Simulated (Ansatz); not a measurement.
**CH4 on Zr (001)**

This session takes Zr and sets out to cut and relax a (001) slab, then adsorb CH4 from several starts and take the binding apart.

Computed with Ansatz 0.2.0 (DFT PBE, scalar-relativistic, plane waves, PAW, unless a step's input says otherwise).

1 further run of the same task is left out (set aside as unsound or not needed).

### Step 1. The starting structure

The structure is hexagonal, space group P6_3/mmc (No. 194). The conventional cell has a = 3.234 Å, b = 3.234 Å, c = 5.167 Å, α = 90.00°, β = 90.00°, γ = 120.00°. Zr (site symmetry -6m2) is surrounded by 12 Zr at 3.19 to 3.23 Å.

As a file:

```
Zr
1.0
     3.23363    0.00000    0.00000
    -1.61681    2.80040    0.00000
     0.00000    0.00000    5.16749
Zr
2
Direct
  0.33333 0.66667 0.25000
  0.66667 0.33333 0.75000
```

It is the result of an earlier relaxation at this level (volume 23.40 Å³/atom; gap on the mesh: none (metal)).

### Step 2. The slab

Miller indices refer to the conventional cell of the relaxed bulk, P6_3/mmc (No. 194): a = 3.234 Å, b = 3.234 Å, c = 5.167 Å, α = 90.00°, β = 90.00°, γ = 120.00°.

A (001) slab, 7.8 Å thick as cut, with 16 Å of vacuum, in a 2×2 surface cell; its outer planes are Zr (top) and Zr (bottom).

The slab as cut. Its planes from the bottom up:

| plane | atoms per cell | height over the lowest (Å) |
| --- | --- | --- |
| 1 | Zr4 | 0.00 |
| 2 | Zr4 | 2.58 |
| 3 | Zr4 | 5.17 |
| 4 | Zr4 | 7.75 |

### Step 3. The clean surface, relaxed

input.yaml reads:

```yaml
crystal:
  lattice:
    - [6.4672522316, 0.0, 0.0]
    - [-3.2336261158, 5.6008047253, 0.0]
    - [0.0, 0.0, 23.7512408194]
  atoms:
    - { symbol: Zr, position: [0.3333333333, 0.1666666667, 0.3368245079] }
    - { symbol: Zr, position: [0.3333333333, 0.6666666667, 0.3368245079] }
    - { symbol: Zr, position: [0.8333333333, 0.1666666667, 0.3368245079] }
    - { symbol: Zr, position: [0.8333333333, 0.6666666667, 0.3368245079] }
    - { symbol: Zr, position: [0.1666666667, 0.3333333333, 0.4456081693] }
    - { symbol: Zr, position: [0.1666666667, 0.8333333333, 0.4456081693] }
    - { symbol: Zr, position: [0.6666666667, 0.3333333333, 0.4456081693] }
    - { symbol: Zr, position: [0.6666666667, 0.8333333333, 0.4456081693] }
    - { symbol: Zr, position: [0.3333333333, 0.1666666667, 0.5543918307] }
    - { symbol: Zr, position: [0.3333333333, 0.6666666667, 0.5543918307] }
    - { symbol: Zr, position: [0.8333333333, 0.1666666667, 0.5543918307] }
    - { symbol: Zr, position: [0.8333333333, 0.6666666667, 0.5543918307] }
    - { symbol: Zr, position: [0.1666666667, 0.3333333333, 0.6631754921] }
    - { symbol: Zr, position: [0.1666666667, 0.8333333333, 0.6631754921] }
    - { symbol: Zr, position: [0.6666666667, 0.3333333333, 0.6631754921] }
    - { symbol: Zr, position: [0.6666666667, 0.8333333333, 0.6631754921] }
basis:
  ecutwfc: 420
kpoints:
  mp_grid: { grid: [4, 4, 1] }
hamiltonian:
  xc: pbe
scf:
  occupations: { method: gaussian, width: 0.1 }
output:
  forces: true
  eigenvalues: true
  write_density: true
  write_potential: true
  elf: true
  volumetric_format: npy
relax:
  adjacent_minimum: "off"
  f_tol: 0.03
  max_steps: 70
  constraints: [{ sites: [0, 1, 2, 3, 4, 5, 6, 7] }]
efield:
  axis: 3
  dipole_correction: true
  ramp_width: 0.04
```

Launch:

```bash
> ansatz run input.yaml --threads 4 --pin off --max-ram 10240MiB --backend cpu --events-out ev --progress --plain --runs-dir out
```

Further runs follow: CH4, tilted, over a hollow (nearest Zr) site; CH4, flat, over a bridge (Zr-Zr) site; the lowest end once more, with its density; the slab alone, frozen as in the lowest end; the molecules alone, frozen as adsorbed.

**Question.** What will these runs give? Wanted: clean slab: work function; CH4: lowest end; interaction of the frozen parts; electrons moved above the midplane.

**Answer**, as computed:

| quantity | value |
| --- | --- |
| clean slab: work function | 4.19 eV |
| CH4: lowest end | E_ads -0.02 eV, tilted start over hollow Zr-Zr-Zr |
| interaction of the frozen parts | -0.02 eV a cell |
| cost of deforming the slab | 0.00 eV |
| cost of deforming and crowding the molecules | 0.00 eV |
| electrons moved above the midplane | 0.000 |

CH4 binds with 0.02 eV a molecule at best, which is physisorption. The functional lacks dispersion, so weak binding is too weak here. In all 0.02 electrons are rearranged, and 0.00 cross the midplane towards the slab.
